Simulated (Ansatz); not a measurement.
The system is SnTe.

```
Te Sn
1.0
     3.90470    0.00000    0.00000
     0.00000    3.90470    0.00000
     0.00000    0.00000    3.90470
Te Sn
1 1
Direct
  0.50000 0.50000 0.50000
  0.00000 0.00000 0.00000
```

Measurements of this composition are mostly on another form, of space group No. 225.

- Program: Ansatz 0.2.0
- Task: relaxation of cell and atoms
- Functional: PBE
- Dispersion: D3(BJ)
- Potentials or basis: Ansatz PAW
- Cutoff: 420 eV (not typed: the program's choice for these potentials)
- k mesh: 7 × 7 × 7
- Occupations: fermi-dirac, width 0.05 eV
- Spin: no spin polarisation

At the start: volume 29.77 Å³/atom.

Where does the relaxation end?

It ends after 5 steps and the volume is 27.32 Å³/atom (-8.2 %); space group Pm-3m (No. 221, to 0.05 Å).

Step by step:
```tsv
step	energy change (eV)	largest force (eV/Å)	volume (Å³)
1	0.0000	0.0000	59.53
2	-0.0548	0.0000	55.20
3	-0.0557	0.0000	54.43
4	-0.0558	0.0000	54.64
5	-0.0549	0.0000	54.64
```

Final structure:
```
Te Sn
1.0
     3.79456    0.00000    0.00000
     0.00000    3.79456    0.00000
     0.00000    0.00000    3.79456
Te Sn
1 1
Direct
  0.50000 0.50000 0.50000
  0.00000 0.00000 0.00000
```

Caveat: the plane-wave basis is chosen anew once the cell has moved, so the energies of steps on either side of that aren't comparable; pairwise dispersion overbinds metals, which lowers pressure and volume.
